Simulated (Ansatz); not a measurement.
Base system: ZnTe in the zinc blende structure (space group F-43m, No. 216; a = 6.113 Å).

Modification: an isotropic linear strain of −1.38 %; the atoms relax in the strained cell.

Levels (all Ansatz, a first-principles code, PAW): r2SCAN (500 eV, scalar-relativistic without spin-orbit coupling); HSE06+SOC (420 eV, with spin-orbit coupling).

The geometry is relaxed with r2SCAN.

| Property | Result |
|---|---|
| r2SCAN lowest conduction level above the VBM at special points | Γ 2.00 eV; L 2.26 eV; X 2.55 eV |
| r2SCAN valence-band top at Γ | 0.00, 0.00, 0.00 eV |

### Question
How does going to HSE06+SOC change the lowest conduction level above the VBM at special points and valence-band top at Γ?

### Answer
The lowest conduction level above the VBM at special points goes from Γ 2.00 eV; L 2.26 eV; X 2.55 eV to Γ 2.15 eV; L 2.43 eV; X 2.69 eV; the valence-band top at Γ (three highest Kramers pairs, from the VBM) goes from 0.00, 0.00, 0.00 eV to 0.00, 0.00, -0.99 eV. The threefold valence maximum splits by Δso ≈ 0.99 eV.

Single points use the geometry relaxed with r2SCAN. Differences between runs with and without spin-orbit coupling are approximate. With Te present, leaving out spin-orbit coupling can change the band edges. The levels and masses belong to the bands next to the band gap. No phonon test of stability was made.
